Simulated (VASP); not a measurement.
# MgO (Fm-3m) in VASP: a series of runs, part 2 of 2

VASP 6.6.1. The steps go on from the part before.

## (3) Single point, PBE0

File run.py:

```python
from ase.calculators.vasp import Vasp
from ase.dft.bandgap import bandgap
from ase.io import read

atoms = read('MgO.xyz')
calc = Vasp(
    directory='calc',
    xc='pbe0',
    pp='PBE',
    setups={'base': 'minimal', 'O': '_s'},
    prec='Accurate',
    encut=400,
    ediff=1e-06,
    ismear=0,
    sigma=0.05,
    lreal=False,
    lasph=True,
    nelm=100,
    algo='Normal',
    isif=2,
    lwave=False,
    lcharg=True,
    precfock='Normal',
    hfrcut=-1,
    lelf=True,
    lvhar=True,
    kpts=[6, 6, 6],
    gamma=True,
)
atoms.calc = calc

print('energy (eV):', atoms.get_potential_energy())
print('free energy (eV):', atoms.get_potential_energy(force_consistent=True))
print('forces (eV/A):')
print(atoms.get_forces())
print('stress (eV/A^3, Voigt):', atoms.get_stress())
print('Fermi level (eV):', calc.get_fermi_level())
gap, top, bottom = bandgap(calc)
print('band gap (eV):', gap, 'from (spin, k, band)', top, 'to', bottom)
```

File MgO.xyz:

```xyz
2
Lattice="0.0000000000 2.0970013927 2.0970013927 2.0970013927 0.0000000000 2.0970013927 2.0970013927 2.0970013927 0.0000000000" Properties=species:S:1:pos:R:3 pbc="T T T"
Mg     0.0000000000      0.0000000000      0.0000000000
O      2.0970013927      2.0970013927      2.0970013927
```

Potentials or basis: VASP PAW PBE potentials, release 64 (Mg, O_s).

Command:

```sh
$ python run.py
```

Output:

```text
energy (eV): -14.77202266
free energy (eV): -14.77202266
forces (eV/A):
[[0. 0. 0.]
 [0. 0. 0.]]
stress (eV/A^3, Voigt): [-0.00323928 -0.00323928 -0.00323928 -0.          0.         -0.        ]
Fermi level (eV): 2.17680833
band gap (eV): 7.320600000000001 from (spin, k, band) (0, np.int64(0), np.int64(3)) to (0, np.int64(0), np.int64(4))
```

OUTCAR:

```text
ENCUT = 400.000000
   EDIFF = 1.00e-06
   GGA = PE
   PREC = Accurate
   PRECFOCK = Normal
   ISIF = 2
   ISMEAR = 0
   NELM = 100
   LASPH = .TRUE.
   LHFCALC = .TRUE.
   LREAL = .FALSE.

 ion  position               nearest neighbor table
   1  0.000  0.000  0.000-   2 2.10   2 2.10   2 2.10   2 2.10   2 2.10   2 2.10
   2  0.500  0.500  0.500-   1 2.10   1 2.10   1 2.10   1 2.10   1 2.10   1 2.10

  LATTYP: Found a face centered cubic cell.
 ALAT       =     4.1940027854

  Lattice vectors:

 A1 = (   0.0000000000,   2.0970013927,   2.0970013927)
 A2 = (   2.0970013927,   0.0000000000,   2.0970013927)
 A3 = (   2.0970013927,   2.0970013927,   0.0000000000)

Analysis of symmetry for initial positions (statically):
=====================================================================
 Subroutine PRICEL returns:
 Original cell was already a primitive cell.

 Routine SETGRP: Setting up the symmetry group for a
 face centered cubic supercell.

[... 167 lines left out ...]

 val. band max:        1.9481561440   @ k =   0.0000   0.0000   0.0000
 cond. band min:       9.2688045371   @ k =   0.0000   0.0000   0.0000
 fundamental gap:      7.3206483932
 Fermi energy:         2.1768083342

 k-point     1 :       0.0000    0.0000    0.0000
  band No.  band energies     occupation
      1     -16.9662      2.00000
      2       1.9482      2.00000
      3       1.9482      2.00000
      4       1.9482      2.00000
      5       9.2688      0.00000
      6      20.5981      0.00000
      7      20.5981      0.00000
      8      20.5981      0.00000
[... 155 lines left out ...]
 k-point    16 :      -0.3333    0.5000    0.1667
  band No.  band energies     occupation
      1     -15.2575      2.00000
      2      -1.9495      2.00000
      3      -0.5109      2.00000
      4       0.1161      2.00000
      5      15.2027      0.00000
      6      16.2910      0.00000
      7      17.4764      0.00000
      8      21.6183      0.00000

------------------------ aborting loop because EDIFF is reached ----------------------------------------

  FORCE on cell =-STRESS in cart. coord.  units (eV):
  Direction    XX          YY          ZZ          XY          YZ          ZX
  --------------------------------------------------------------------------------------
  -------------------------------------------------------------------------------------
  Total        0.0597413      0.0597413      0.0597413      0.0000000      0.0000000     -0.0000000
  in kB        5.1898996      5.1898996      5.1898996      0.0000000      0.0000000     -0.0000000
  external PRESSURE =       5.1898996 kB  Pullay stress =       0.0000000 kB

 VOLUME and BASIS-vectors are now :
 -----------------------------------------------------------------------------
  energy-cutoff  :      400.00
  volume of cell :       18.44
      direct lattice vectors                 reciprocal lattice vectors
     0.000000000  2.097001393  2.097001393    -0.238435702  0.238435702  0.238435702
     2.097001393  0.000000000  2.097001393     0.238435702 -0.238435702  0.238435702
     2.097001393  2.097001393  0.000000000     0.238435702  0.238435702 -0.238435702

 POSITION                                       TOTAL-FORCE (eV/Angst)
 -----------------------------------------------------------------------------------
      0.00000      0.00000      0.00000         0.000000      0.000000      0.000000
      2.09700      2.09700      2.09700         0.000000      0.000000      0.000000
 -----------------------------------------------------------------------------------
    total drift:                               -0.000000      0.000000      0.000000

  FREE ENERGIE OF THE ION-ELECTRON SYSTEM (eV)
  ---------------------------------------------------
  free  energy   TOTEN  =       -14.7720226574 eV

  energy  without entropy=      -14.7720226574  energy(sigma->0) =      -14.77202266
```

INCAR:

```text
ENCUT = 400.000000
SIGMA = 0.050000
HFRCUT = -1.000000
EDIFF = 1.00e-06
ALGO = Normal
GGA = PE
PREC = Accurate
PRECFOCK = Normal
ISIF = 2
ISMEAR = 0
NELM = 100
LASPH = .TRUE.
LCHARG = .TRUE.
LELF = .TRUE.
LHFCALC = .TRUE.
LVHAR = .TRUE.
LWAVE = .FALSE.
LREAL = .FALSE.
```

Wall time 2.6 min (1 thread of Intel Xeon Platinum 8559C (Emerald Rapids), shared host); peak memory 0.12 GiB.

Results:

- Free energy: -14.7720 eV
- Pressure: 0.5 GPa
- Band gap on the k mesh: 7.32 eV, direct

Caveat: the k mesh is coarse (spacing up to 0.43 Å⁻¹), so the values aren't converged, least of all with exact exchange; the PAW data sets were made with another functional, which shifts forces and pressure a little.

## (4) Relaxation of cell and atoms, vdW-DF2 (volume scaled by 1.04)

File INCAR:

```
  PREC = Accurate
  ENCUT = 580
  EDIFF = 1E-6
  ISMEAR = -1
  SIGMA = 0.1
  LREAL = F
  LASPH = T
  NELM = 60
  ALGO = Fast
  ISIF = 3
  LWAVE = F
  LCHARG = F
  GGA = ML
  LUSE_VDW = T
  AGGAC = 0.0
  ZAB_VDW = -1.8867
  IBRION = 2
  NSW = 40
  EDIFFG = -0.005
```

File KPOINTS:

```
regular mesh
0
Gamma
  11 11 11
```

File POSCAR:

```
MgO
1.0
    0.0000000000      2.1245966808      2.1245966808
    2.1245966808      0.0000000000      2.1245966808
    2.1245966808      2.1245966808      0.0000000000
Mg O
1 1
Cartesian
    0.0000000000      0.0000000000      0.0000000000
    2.1245966808      2.1245966808      2.1245966808
```

Potentials or basis: VASP PAW PBE potentials, release 54 (Mg, O).

Command:

```sh
$ cat potpaw_PBE.54/Mg/POTCAR potpaw_PBE.54/O/POTCAR > POTCAR
$ mpirun -np 1 vasp_std > vasp.out
```

It took 58 s on 1 thread of Intel Xeon Platinum 8559C (Emerald Rapids), shared host; peak memory 0.27 GiB.

It converged, with:

```yaml
Free_energy: -9.0072 eV
Relaxed_volume: 9.76 Å³/atom
Relaxed_cell: a = 3.022 Å, b = 3.022 Å, c = 3.022 Å, α = 60.00°, β = 60.00°, γ = 60.00°
Space_group_after_relaxing_to_0.05_Å: Fm-3m (No. 225)
Energy_gained_by_relaxing: 1.4 meV/atom
Ionic_steps: 3
Pressure_after_relaxing: 0.0 GPa
Band_gap_on_the_k_mesh: 4.64 eV, direct
```

Step by step:
```tsv
step	energy change (eV)	largest force (eV/Å)	pressure (GPa)	volume (Å³)
1	0.0000	0.0000	2.66	19.18
2	-0.0024	0.0000	-0.82	19.63
3	-0.0027	0.0000	0.02	19.52
```

Final structure:
```xyz
2
Lattice="0.0000 2.1369 2.1369 2.1369 0.0000 2.1369 2.1369 2.1369 0.0000" Properties=species:S:1:pos:R:3 pbc="T T T"
Mg    0.0000    0.0000    0.0000
O     2.1369    2.1369    2.1369
```

Levels at points of the mesh, in eV from the valence-band top:
```csv
k point,band 1,band 2,band 3,band 4,band 5,band 6,band 7,band 8
"(0.00, 0.00, 0.00)",-16.92,0.00,0.00,0.00,4.64,15.84,15.84,15.84
```

Caveat: the PAW data sets were made with another functional, which shifts forces and pressure a little.

## (5) Single point, PBE

File INCAR:

```
PREC = Accurate
ENCUT = 520
EDIFF = 1E-6
ISMEAR = 0
SIGMA = 0.03
LREAL = False
LASPH = True
NELM = 80
ALGO = Fast
ISIF = 2
LWAVE = False
LCHARG = False
GGA = PE
NBANDS = 11
```

File KPOINTS:

```
Automatic mesh
0
Gamma
  4 4 4
```

File POSCAR:

```
MgO
1.0
    0.0000000000      2.0970013927      2.0970013927
    2.0970013927      0.0000000000      2.0970013927
    2.0970013927      2.0970013927      0.0000000000
Mg O
1 1
Direct
    0.0000000000      0.0000000000      0.0000000000
    0.5000000000      0.5000000000      0.5000000000
```

Potentials or basis: VASP PAW PBE potentials, release 64 (Mg, O).

Command:

```sh
$ cat potpaw_PBE.64/Mg/POTCAR potpaw_PBE.64/O/POTCAR > POTCAR
$ mpirun -np 1 vasp_std > vasp.out
```

It used 3.3 s of CPU time on 1 thread of Intel(R) Xeon(R) Platinum 8559C (Emerald Rapids), on a shared host, which was overloaded at the time.

It converged, with:

```yaml
Free_energy: -11.8849 eV
Pressure: 6.3 GPa
Band_gap_on_the_k_mesh: 4.85 eV, direct
```

Levels at points of the mesh, in eV from the valence-band top:
```
           k point  band 1  band 2  band 3  band 4  band 5  band 6  band 7  band 8
(0.00, 0.00, 0.00)  -17.33    0.00    0.00    0.00    4.85   15.86   15.86   15.86
(0.50, 0.00, 0.00)  -16.01   -4.68   -0.67   -0.67    7.97   12.75   16.43   16.43
(0.50, 0.50, 0.00)  -15.75   -4.14   -1.37   -1.37    9.12   10.10   13.24   19.16
```

Caveat: the k mesh is coarse (spacing up to 0.65 Å⁻¹), so the values aren't converged. A hybrid or GW would open this gap; PBE tends to underestimate it.

## (6) For comparison

An earlier run on the cell as given: functional PBE; potentials or basis VASP PAW PBE potentials, release 64 (Mg, O); cutoff 520 eV; k mesh 11 × 11 × 11; occupations fermi-dirac, width 0.05 eV; no spin polarisation.

- Pressure: 6.2 GPa
- Band gap on the k mesh: 4.85 eV, direct

## (7) Summary

```tsv
task	level	potentials or basis	cell	k mesh	cutoff (eV)	smearing	grid for exact exchange (PRECFOCK)	exchange at q = 0	mesh quality	gap on the mesh (eV)	pressure (GPa)
single point	PBE0	VASP PAW PBE potentials, release 64 (Mg, O_s)	as given	6 × 6 × 6	400	gaussian 0.05 eV	Normal	truncated	coarse	7.32	0.5
relaxation of cell and atoms	vdW-DF2	VASP PAW PBE potentials, release 54 (Mg, O)	relaxed from: volume scaled by 1.04	11 × 11 × 11	580	fermi-dirac 0.1 eV	-	-	not flagged	4.64	0.0
single point	PBE	VASP PAW PBE potentials, release 64 (Mg, O)	as given	4 × 4 × 4	520	gaussian 0.03 eV	-	-	coarse	4.85	6.3
single point	PBE	VASP PAW PBE potentials, release 64 (Mg, O)	as given	11 × 11 × 11	520	fermi-dirac 0.05 eV	-	-	not flagged	4.85	6.2
```

Alike in all rows: no spin polarisation.

Caveats: some runs use coarse meshes; the PAW data sets were made with another functional, which shifts forces and pressure a little (some runs).

Absolute energies hang on the potentials; compare differences alone.
